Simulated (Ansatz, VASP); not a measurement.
## BN in VASP and in Ansatz

The input POSCAR:

```
BN
1.0
    2.5539396017      0.0000000000      0.0000000000
   -1.2769698009      2.2117765748      0.0000000000
    0.0000000000      0.0000000000      4.2268550000
B N
2 2
Direct
    0.6666666667      0.3333333333      0.9997240000
    0.3333333333      0.6666666667      0.4997240000
    0.6666666667      0.3333333333      0.5720449334
    0.3333333333      0.6666666667      0.0720449334
```

The input INCAR.step1:

```
SYSTEM = BN
PREC = Accurate
ENCUT = 520
ISMEAR = 0
SIGMA = 0.05
LREAL = .FALSE.
LASPH = .TRUE.
NELM = 60
NBANDS = 16
GGA = PE
ALGO = Normal
EDIFF = 1E-4
LWAVE = .TRUE.
LCHARG = .FALSE.
```

The input INCAR.step2:

```
SYSTEM = BN
PREC = Accurate
ENCUT = 520
EDIFF = 1E-6
ISMEAR = 0
SIGMA = 0.05
LREAL = .FALSE.
LASPH = .TRUE.
NELM = 60
ALGO = Normal
ISIF = 2
LWAVE = .FALSE.
LCHARG = .FALSE.
METAGGA = R2SCAN
LMIXTAU = .TRUE.
NBANDS = 16
ISTART = 1
```

KPOINTS

```
Automatic mesh
0
G
  12 12 6
  0 0 0
```

Input for Ansatz:

```yaml
crystal:
  lattice:
    - [2.5539396017, 0.0, 0.0]
    - [-1.2769698009, 2.2117765748, 0.0]
    - [0.0, 0.0, 4.226855]
  atoms:
    - { symbol: B, position: [0.6666666667, 0.3333333333, 0.999724] }
    - { symbol: B, position: [0.3333333333, 0.6666666667, 0.499724] }
    - { symbol: "N", position: [0.6666666667, 0.3333333333, 0.5720449334] }
    - { symbol: "N", position: [0.3333333333, 0.6666666667, 0.0720449334] }
basis:
  ecutwfc: 500
kpoints:
  mp_grid: { grid: [12, 12, 6] }
hamiltonian:
  xc: r2scan
scf:
  occupations: { method: gaussian, width: 0.05 }
output:
  forces: true
  stress: true
  eigenvalues: true
```

Change from the starting cell: all N atoms moved -0.225 Å, as atom 3 along Cartesian [0 0 1].

Alike in both runs: task single point; functional r2SCAN; k mesh 12 × 12 × 6; occupations gaussian, width 0.05 eV; no spin polarisation.

|  | VASP | Ansatz |
| --- | --- | --- |
| version | VASP 6.6.1 | Ansatz 0.2.0 |
| potentials or method | VASP PAW PBE potentials, release 64 (B, N) | scalar-relativistic, plane waves, PAW |
| plane-wave cutoff (eV) | 520 | 500 |
| valence electrons in the cell | 16 | 16 |

Ansatz gave:

| Quantity | Value |
| --- | --- |
| gap on the k mesh at the Fermi level (eV) | 5.02 |
| least direct gap on the mesh (eV) | 7.38 |
| pressure (GPa) | 7.0 |
| largest component of the traceless stress (GPa) | 18.60 |
| rms of the force components (eV/Å) | 1.492 |

Question: What did VASP give for the same quantities?

Answer: gap on the k mesh at the Fermi level (eV): 5.02; least direct gap on the mesh (eV): 7.40; pressure (GPa): 7.9; largest component of the traceless stress (GPa): 17.98; rms of the force components (eV/Å): 1.489.

Atom by atom the forces differ by 0.003 eV/Å (rms over components).

Caveats: the PAW data sets were made with another functional, which shifts forces and pressure a little (VASP). A k mesh can miss the band edges.
